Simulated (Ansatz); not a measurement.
Stackings of close-packed layers of SiC (tetrahedral net, letters for double layers), each relaxed to a stress under 0.05 GPa; h and k mark layers whose two neighbours have the same or different letters; energies count from the stacking AB (P6_3mc).

Method: DFT PBE, scalar-relativistic, plane waves, PAW (Ansatz 0.2.0).

Plane waves to 420 eV, a k mesh through Γ of 12×12×2 on the computed 14-atom cell and Gaussian smearing (0.02 eV); no spin polarisation.

Start (ABCBCAB (hkhhkkh)):

```
CELL_PARAMETERS angstrom
3.09194 0.00000 0.00000
-1.54597 2.67770 0.00000
0.00000 0.00000 17.76002
ATOMIC_POSITIONS crystal
Si 0.00000 0.00000 0.00000
C 0.00000 0.00000 0.10714
Si 0.33333 0.66667 0.14286
C 0.33333 0.66667 0.25000
Si 0.66667 0.33333 0.28571
C 0.66667 0.33333 0.39286
Si 0.33333 0.66667 0.42857
C 0.33333 0.66667 0.53571
Si 0.66667 0.33333 0.57143
C 0.66667 0.33333 0.67857
Si 0.00000 0.00000 0.71429
C 0.00000 0.00000 0.82143
Si 0.33333 0.66667 0.85714
C 0.33333 0.66667 0.96429
```

**Question.** What does the relaxation give?

**Answer.** The free energy falls by 0 meV/atom.

* excess energy (meV/atom): -2.4
* spacing of like layers (Å): 2.533
* a (Å): 3.094
* gap on the mesh (eV): 1.98

Relaxed structure:
```yaml
crystal:
  lattice:
    - [3.09381, 0.00000, 0.00000]
    - [-1.54691, 2.67932, 0.00000]
    - [0.00000, 0.00000, 17.73297]
  atoms:
    - { symbol: Si, position: [0.00000, 0.00000, 0.99997] }
    - { symbol: C, position: [0.00000, 0.00000, 0.10739] }
    - { symbol: Si, position: [0.33333, 0.66667, 0.14277] }
    - { symbol: C, position: [0.33333, 0.66667, 0.24987] }
    - { symbol: Si, position: [0.66667, 0.33333, 0.28562] }
    - { symbol: C, position: [0.66667, 0.33333, 0.39302] }
    - { symbol: Si, position: [0.33333, 0.66667, 0.42866] }
    - { symbol: C, position: [0.33333, 0.66667, 0.53607] }
    - { symbol: Si, position: [0.66667, 0.33333, 0.57148] }
    - { symbol: C, position: [0.66667, 0.33333, 0.67860] }
    - { symbol: Si, position: [0.00000, 0.00000, 0.71407] }
    - { symbol: C, position: [0.00000, 0.00000, 0.82121] }
    - { symbol: Si, position: [0.33333, 0.66667, 0.85693] }
    - { symbol: C, position: [0.33333, 0.66667, 0.96433] }
```

The run took 100 s on 1 thread of Arm Neoverse V2, on a shared host, peak memory 0.47 GiB.